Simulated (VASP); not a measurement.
# Li (I4/mmm) in VASP: a series of runs

Runs on Li. Level: PBEsol. Tasks: single point.

All numbers are computed with VASP 6.6.1; they aren't measurements. Logs are shortened: lines on timing, memory, paths and dates and some standing lists are left out, and cuts for length are marked.

### Step 1. The crystal as given

It takes space group I4/mmm (No. 139, tetragonal). The conventional cell has a = 2.774 Å, b = 2.774 Å, c = 5.548 Å, α = 90.00°, β = 90.00°, γ = 90.00°. Li (site symmetry 4/mmm) is surrounded by 4 Li at 2.77 Å.

This isn't the form of Li at room conditions, which is bcc.

### Step 2. Single point, PBEsol

Contents of INCAR:

```
SYSTEM = Li
PREC = Accurate ; ENCUT = 520
EDIFF = 1E-7 ; ISMEAR = 0
SIGMA = 0.15 ; LREAL = .False.
LASPH = .True. ; NELM = 100
ALGO = Fast ; ISIF = 2
LWAVE = .False. ; LCHARG = .True.
GGA = PS ; LELF = .True.
LVHAR = .True. ; NBANDS = 8
```

Contents of KPOINTS:

```
regular mesh
0
Gamma
  20 20 20
  0 0 0
```

Contents of POSCAR:

```
Li
1.0
    0.0000000000      1.9618577366      2.7740668396
    1.9618577366      0.0000000000      2.7740668396
    1.9618577366      1.9618577366      0.0000000000
Li
1
Direct
    0.0000000000      0.0000000000      0.0000000000
```

Potentials or basis: VASP PAW PBE potentials, release 64 (Li_sv).

Started as:

```bash
$ cat potpaw_PBE.64/Li_sv/POTCAR > POTCAR
$ mpirun -np 1 vasp_std > vasp.out
```

OUTCAR:

```text
SYSTEM = Li
   PREC = Accurate
   ENCUT = 520
   EDIFF = 1E-7
   ISMEAR = 0
   LREAL = .False.
   LASPH = .True.
   NELM = 100
   ISIF = 2
   GGA = PS

 ion  position               nearest neighbor table
   1  0.000  0.000  0.000-

  LATTYP: Found a body centered tetragonal cell.
 ALAT       =     2.7744858185
 C/A-ratio  =     1.9996979772

  Lattice vectors:

 A1 = (  -1.9618577366,   0.0000000000,   2.7740668396)
 A2 = (   1.9618577366,   0.0000000000,   2.7740668396)
 A3 = (   0.0000000000,   1.9618577366,  -2.7740668396)

Analysis of symmetry for initial positions (statically):
=====================================================================
 Subroutine PRICEL returns:
 Original cell was already a primitive cell.

 Routine SETGRP: Setting up the symmetry group for a
 body centered tetragonal supercell.

 Subroutine GETGRP returns: Found 16 space group operations
 (whereof 16 operations were pure point group operations)
 out of a pool of 16 trial point group operations.

The static configuration has the point symmetry D_4h.

Analysis of symmetry for dynamics (positions and initial velocities):
=====================================================================
 Subroutine PRICEL returns:
 Original cell was already a primitive cell.

 Routine SETGRP: Setting up the symmetry group for a
 body centered tetragonal supercell.

 Subroutine GETGRP returns: Found 16 space group operations
 (whereof 16 operations were pure point group operations)
 out of a pool of 16 trial point group operations.

The dynamic configuration has the point symmetry D_4h.

 Subroutine INISYM returns: Found 16 space group operations
 (whereof 16 operations are pure point group operations),
 and found     1 'primitive' translations

----------------------------------------------------------------------------------------

                                     Primitive cell

  volume of cell :      21.3541

  direct lattice vectors                    reciprocal lattice vectors
     0.000000000  1.961857737  2.774066840    -0.254860478  0.254860478  0.180240790
     1.961857737  0.000000000  2.774066840     0.254860478 -0.254860478  0.180240790
     1.961857737  1.961857737  0.000000000     0.254860478  0.254860478 -0.180240790

  length of vectors
     3.397695191  3.397695191  2.774485819     0.402981971  0.402981971  0.402981971

  position of ions in fractional coordinates (direct lattice)
     0.000000000  0.000000000  0.000000000

  ion indices of the primitive-cell ions
   primitive index   ion index
                 1           1

----------------------------------------------------------------------------------------

 KPOINTS: regular mesh

Automatic generation of k-mesh.
 Grid dimensions read from file:
 generate k-points for:   20   20   20

 Generating k-lattice:

  Cartesian coordinates                     Fractional coordinates (reciprocal lattice)
    -0.012743024  0.012743024  0.009012040     0.050000000  0.000000000  0.000000000
     0.012743024 -0.012743024  0.009012040     0.000000000  0.050000000  0.000000000
     0.012743024  0.012743024 -0.009012040    -0.000000000 -0.000000000  0.050000000

  Length of vectors
     0.020149099  0.020149099  0.020149099

  Shift w.r.t. Gamma in fractional coordinates (k-lattice)
     0.000000000  0.000000000  0.000000000

 Subroutine IBZKPT returns following result:
 ===========================================

 Found    641 irreducible k-points:

 Following reciprocal coordinates:
            Coordinates               Weight
  0.000000  0.000000  0.000000      1.000000
  0.050000  0.000000  0.000000      8.000000
  0.100000  0.000000  0.000000      8.000000
  0.150000  0.000000  0.000000      8.000000
  0.200000  0.000000  0.000000      8.000000
  0.250000  0.000000  0.000000      8.000000
[... 16 lines left out ...]
 -0.400000  0.050000  0.000000      8.000000
 -0.350000  0.050000  0.000000      8.000000
 [... further k-points ...]
   k-points           NKPTS =    641   k-points in BZ     NKDIM =    641   number of bands    NBANDS=      8
   number of dos      NEDOS =    301   number of ions     NIONS =      1
   total plane-waves  NPLWV =  18816
   dimension x,y,z NGX =    28 NGY =   28 NGZ =   24
   dimension x,y,z NGXF=    56 NGYF=   56 NGZF=   48
   ions per type =               1
   NGX,Y,Z   is equivalent  to a cutoff of  13.70, 13.70, 14.38 a.u.
   NGXF,Y,Z  is equivalent  to a cutoff of  27.40, 27.40, 28.76 a.u.
 SYSTEM =  Li
   PREC   = accura    normal or accurate (medium, high low for compatibility)
   ISTART =      0    job   : 0-new  1-cont  2-samecut
   ICHARG =      2    charge: 1-file 2-atom 10-const
   ISPIN  =      1    spin polarized calculation?
   LNONCOLLINEAR =      F non collinear calculations
   LSORBIT =      F    spin-orbit coupling
   LASPH  =      T    aspherical Exc in radial PAW
   ENCUT  =  520.0 eV  38.22 Ry    6.18 a.u.   6.32  6.32  5.16*2*pi/ulx,y,z
   NELM   =    100;   NELMIN=  2; NELMDL= -5     # of ELM steps
   EDIFF  = 0.1E-06   stopping-criterion for ELM
   LREAL  =      F    real-space projection
   EDIFFG = 0.1E-05   stopping-criterion for IOM
   NSW    =      0    number of steps for IOM
   IBRION =     -1    ionic relax: 0-MD 1-quasi-New 2-CG
   NFREE  =      0    steps in history (QN), initial steepest desc. (CG)
   ISIF   =      2    stress and relaxation
   ISYM   =      2    0-nonsym 1-usesym 2-fastsym
   POTIM  = 0.5000    time-step for ionic-motion
   TEBEG  =    0.0;   TEEND  =   0.0 temperature during run
   PSTRESS=    0.0 pullay stress
   NELECT =       3.0000    total number of electrons
   NUPDOWN=      -1.0000    fix difference up-down
   EMIN   =  10.00;   EMAX   =-10.00  energy-range for DOS
   EFERMI =   0.00;   METHOD = LEGACY
   ISMEAR =     0;   SIGMA  =   0.15  broadening in eV -4-tet -1-fermi 0-gaus
   EFERMI_NEDOS =   21; number of points for ismear=-14 and -15
   IALGO  =     68    algorithm
   IMIX   =      4    mixing-type and parameters
     AMIX     =   0.40;   BMIX     =  1.00
     AMIX_MAG =   1.60;   BMIX_MAG =  1.00
  volume/ion in A,a.u.               =      21.35       144.10
  Fermi-wavevector in a.u.,A,eV,Ry     =   0.851049  1.608250  9.854489  0.724285
  Thomas-Fermi vector in A             =   1.967122
   LORBIT       =      0    0 simple, 1 ext, 2 COOP (PROOUT), +10 PAW based schemes
   GGA     = PS    functional components
   LHFCALC =     F    Hartree Fock is set to
   AEXX    =    0.0000 exact exchange contribution
   IVDW    =     0    specifies the selected vdW correction
   LEPSILON=     F    determine dielectric tensor
   LRPA    =     F    only Hartree local field effects (RPA)
 non-spin polarized calculation
 RMM-DIIS sequential band-by-band and
 Gauss-broadening in eV      SIGMA  =   0.15
  energy-cutoff  :      520.00
  volume of cell :       21.35
 maximum number of plane-waves:       598
 NGX is ok and might be reduce to    28

 number of electron       2.9999998 magnetization

 Free energy of the ion-electron system (eV)
  ---------------------------------------------------
  ext. energy  EPLUGINS =         0.00000000
  ---------------------------------------------------
  free energy    TOTEN  =        -1.91349546 eV

  energy without entropy =       -1.90838441  energy(sigma->0) =       -1.91093994

 E-fermi :   0.4860     XC(G=0):  -6.8910

 val. band max:        0.4659611205   @ k =  -0.4000   0.4500   0.1000
 cond. band min:       0.5032825503   @ k =   0.5000   0.1000   0.2000
 fundamental gap:      0.0373214298
 Fermi energy:         0.4859515950

 k-point     1 :       0.0000    0.0000    0.0000
  band No.  band energies     occupation
      1     -45.6315      2.00000
      2      -2.9886      2.00000
      3      11.6915      0.00000
      4      14.8945      0.00000
      5      14.8945      0.00000
      6      15.4504      0.00000
      7      18.3186      0.00000
      8      19.2685      0.00000

 k-point     2 :       0.0500    0.0000    0.0000
  band No.  band energies     occupation
      1     -45.6311      2.00000
      2      -2.9427      2.00000
      3      11.5714      0.00000
      4      14.2378      0.00000
      5      14.8973      0.00000
      6      15.7596      0.00000
      7      18.0195      0.00000
      8      18.7448      0.00000

 k-point     3 :       0.1000    0.0000    0.0000
  band No.  band energies     occupation
      1     -45.6295      2.00000
      2      -2.8050      2.00000
      3      11.2577      0.00000
      4      13.0450      0.00000
      5      14.9112      0.00000
      6      15.9405      0.00000
      7      16.9432      0.00000
      8      19.5815      0.00000

 k-point     4 :       0.1500    0.0000    0.0000
  band No.  band energies     occupation
      1     -45.6271      2.00000
      2      -2.5757      2.00000
      3      10.8300      0.00000
      4      11.6514      0.00000
      5      14.9490      0.00000
      6      15.2212      0.00000
      7      17.1694      0.00000
      8      20.3530      0.00000

 k-point     5 :       0.2000    0.0000    0.0000
  band No.  band energies     occupation
      1     -45.6240      2.00000
      2      -2.2550      2.00000
      3      10.0604      0.00000
      4      10.4935      0.00000
      5      14.4387      0.00000
      6      15.0245      0.00000
      7      17.8030      0.00000
      8      21.1120      0.00000

 k-point     6 :       0.2500    0.0000    0.0000
  band No.  band energies     occupation
      1     -45.6205      2.00000
      2      -1.8452      2.00000
      3       8.6383      0.00000
      4      10.0192      0.00000
      5      13.8308      0.00000
      6      15.1464      0.00000
      7      18.5109      0.00000
      8      21.7970      0.00000

 k-point     7 :       0.3000    0.0000    0.0000
  band No.  band energies     occupation
      1     -45.6171      2.00000
      2      -1.3505      2.00000
      3       7.2440      0.00000
      4       9.6343      0.00000
      5      13.3794      0.00000
      6      15.3149      0.00000
      7      19.2187      0.00000
      8      22.0399      0.00000
[... 133 lines left out ...]
 k-point    20 :       0.4500    0.0500    0.0000
  band No.  band energies     occupation
      1     -45.6112      2.00000
      2       0.1118      1.99958
      3       4.3934      0.00000
      4       8.5442      0.00000
      5      13.3270      0.00000
      6      15.4725      0.00000
      7      19.9720      0.00000
      8      21.4685      0.00000

 k-point    21 :       0.5000    0.0500    0.0000
  band No.  band energies     occupation
      1     -45.6098      2.00000
      2       0.5944      0.30676
      3       3.6970      0.00000
      4       8.5298      0.00000
      5      13.1500      0.00000
      6      15.7449      0.00000
      7      20.0712      0.00000
      8      20.9818      0.00000

 k-point    22 :      -0.4500    0.0500    0.0000
  band No.  band energies     occupation
      1     -45.6095      2.00000
      2       0.6382      0.15117
      3       3.6491      0.00000
      4       8.6154      0.00000
      5      13.0493      0.00000
      6      15.9457      0.00000
      7      20.1787      0.00000
      8      20.7519      0.00000

 k-point    23 :      -0.4000    0.0500    0.0000
  band No.  band energies     occupation
      1     -45.6101      2.00000
      2       0.2041      1.99211
      3       4.2903      0.00000
      4       8.8030      0.00000
      5      13.0187      0.00000
      6      16.0218      0.00000
      7      20.3321      0.00000
      8      20.8379      0.00000

 k-point    24 :      -0.3500    0.0500    0.0000
  band No.  band energies     occupation
      1     -45.6118      2.00000
      2      -0.3966      2.00000
      3       5.3066      0.00000
      4       9.0930      0.00000
      5      13.0558      0.00000
      6      15.9691      0.00000
      7      20.3226      0.00000
      8      21.2230      0.00000

 [... further k-points ...]

------------------------ aborting loop because EDIFF is reached ----------------------------------------

  FORCE on cell =-STRESS in cart. coord.  units (eV):
  Direction    XX          YY          ZZ          XY          YZ          ZX
  --------------------------------------------------------------------------------------
  -------------------------------------------------------------------------------------
  Total        0.1432901      0.1432901     -0.5567400      0.0000000      0.0000000      0.0000000
  in kB       10.7508990     10.7508990    -41.7715979      0.0000000      0.0000000      0.0000000
  external PRESSURE =      -6.7566000 kB  Pullay stress =       0.0000000 kB

 VOLUME and BASIS-vectors are now :
 -----------------------------------------------------------------------------
  energy-cutoff  :      520.00
  volume of cell :       21.35
      direct lattice vectors                 reciprocal lattice vectors
     0.000000000  1.961857737  2.774066840    -0.254860478  0.254860478  0.180240790
     1.961857737  0.000000000  2.774066840     0.254860478 -0.254860478  0.180240790
     1.961857737  1.961857737  0.000000000     0.254860478  0.254860478 -0.180240790

 POSITION                                       TOTAL-FORCE (eV/Angst)
 -----------------------------------------------------------------------------------
      0.00000      0.00000      0.00000         0.000000      0.000000      0.000000
 -----------------------------------------------------------------------------------
    total drift:                                0.000000     -0.000000     -0.000000

  FREE ENERGIE OF THE ION-ELECTRON SYSTEM (eV)
  ---------------------------------------------------
  free  energy   TOTEN  =        -1.9134954580 eV

  energy  without entropy=       -1.9083844149  energy(sigma->0) =       -1.91093994
```

Wall time 3.4 min (1 thread of Intel Xeon Platinum 8488C (Sapphire Rapids), shared host); peak memory 0.21 GiB.

What came out:

```
Free energy            : -1.9135 eV
Band gap on the k mesh : none (metal or under the smearing width)
```

Levels at points of the mesh, in eV from the Fermi level:
```
           k point  band 1  band 2  band 3  band 4  band 5  band 6  band 7
(0.00, 0.00, 0.00)  -46.12   -3.47   11.21   14.41   14.41   14.96   17.83
(0.50, 0.00, 0.00)  -46.10    0.17    3.09    8.41   12.20   15.47   19.69
(0.50, 0.50, 0.00)  -46.11   -0.58    1.79   11.63   11.63   13.88   17.94
(0.50, 0.00, 0.50)  -46.08    3.07    6.13    6.46    8.31    9.82   13.65
```

Caveat: the cutoff is under 1.25 times the usual one of these potentials, so pressure, stress and relaxed cells hold a basis-set (Pulay) error; the PAW data sets were made with another functional, which shifts forces and pressure a little.

### Step 3. Single point, PBEsol

This run uses another cell than the first one, of the same volume but with other edges.

Contents of INCAR:

```
PREC = Accurate
ENCUT = 520
EDIFF = 1E-6
ISMEAR = 0
SIGMA = 0.15
LREAL = F
LASPH = T
NELM = 60
ALGO = Normal
ISIF = 2
LWAVE = F
LCHARG = F
GGA = PS
NBANDS = 8
```

Contents of KPOINTS:

```
regular mesh
0
Gamma
  20 20 20
```

Contents of POSCAR:

```
Li
1.0
    0.0000000000      2.0176052402      2.6228868123
    2.0176052402      0.0000000000      2.6228868123
    2.0176052402      2.0176052402      0.0000000000
Li
1
Direct
    0.0000000000      0.0000000000      0.0000000000
```

Potentials or basis: VASP PAW PBE potentials, release 64 (Li_sv).

Started as:

```bash
$ cat potpaw_PBE.64/Li_sv/POTCAR > POTCAR
$ mpirun -np 1 vasp_std > vasp.out
```

It took 1.7 min on 1 thread of Intel Xeon Platinum 8488C (Sapphire Rapids), shared host; peak memory 0.2 GiB.

It converged, with:

```
Free energy            : -1.9426 eV
Band gap on the k mesh : none (metal or under the smearing width)
```

Levels at points of the mesh, in eV from the Fermi level:
```
           k point  band 1  band 2  band 3  band 4  band 5  band 6  band 7
(0.00, 0.00, 0.00)  -46.05   -3.47   12.63   14.16   14.16   16.92   17.63
(0.50, 0.00, 0.00)  -46.03    0.12    2.96    9.27   13.05   14.62   18.67
(0.50, 0.50, 0.00)  -46.04   -0.20    2.43   10.75   10.75   12.94   17.09
(0.50, 0.00, 0.50)  -46.01    2.68    5.73    6.77    8.13    9.75   13.88
```

Caveat: the cutoff is under 1.25 times the usual one of these potentials, so pressure, stress and relaxed cells hold a basis-set (Pulay) error; the PAW data sets were made with another functional, which shifts forces and pressure a little.

### Step 4. Single point, PBEsol

This run uses another cell than the first one, of the same volume but with other edges.

Contents of INCAR:

```
PREC = Accurate ; ENCUT = 520
EDIFF = 1E-6 ; ISMEAR = 0
SIGMA = 0.15 ; LREAL = False
LASPH = True ; NELM = 60
ALGO = Normal ; ISIF = 2
LWAVE = False ; LCHARG = True
GGA = PS ; LELF = True
LVHAR = True ; NBANDS = 8
```

KPOINTS is that of step 3.

Contents of POSCAR:

```
Li
1.0
    0.0000000000      2.1331419321      2.3464561254
    2.1331419321      0.0000000000      2.3464561254
    2.1331419321      2.1331419321      0.0000000000
Li
1
Direct
    0.0000000000      0.0000000000      0.0000000000
```

Started as:

```bash
$ cat potpaw_PBE.64/Li_sv/POTCAR > POTCAR
$ mpirun -np 1 vasp_std > vasp.out
```

Run time: 59 s. Hardware: 1 thread of Intel Xeon Platinum 8488C (Sapphire Rapids), shared host; peak memory 0.19 GiB.

It converged, with:

- Free energy: -1.9660 eV
- Band gap on the k mesh: none (metal or under the smearing width)

Levels at points of the mesh, in eV from the Fermi level:
| k point | band 1 | band 2 | band 3 | band 4 | band 5 | band 6 |
| --- | --- | --- | --- | --- | --- | --- |
| (0.00, 0.00, 0.00) | -46.01 | -3.49 | 13.85 | 13.87 | 13.87 | 17.48 |
| (0.50, 0.00, 0.00) | -45.99 | 0.02 | 2.79 | 11.20 | 13.01 | 14.94 |
| (0.50, 0.50, 0.00) | -45.99 | 0.77 | 3.72 | 9.05 | 9.05 | 11.18 |
| (0.50, 0.00, 0.50) | -45.99 | 1.90 | 4.94 | 7.55 | 8.01 | 9.93 |

Caveat: the cutoff is under 1.25 times the usual one of these potentials, so pressure, stress and relaxed cells hold a basis-set (Pulay) error; the PAW data sets were made with another functional, which shifts forces and pressure a little.
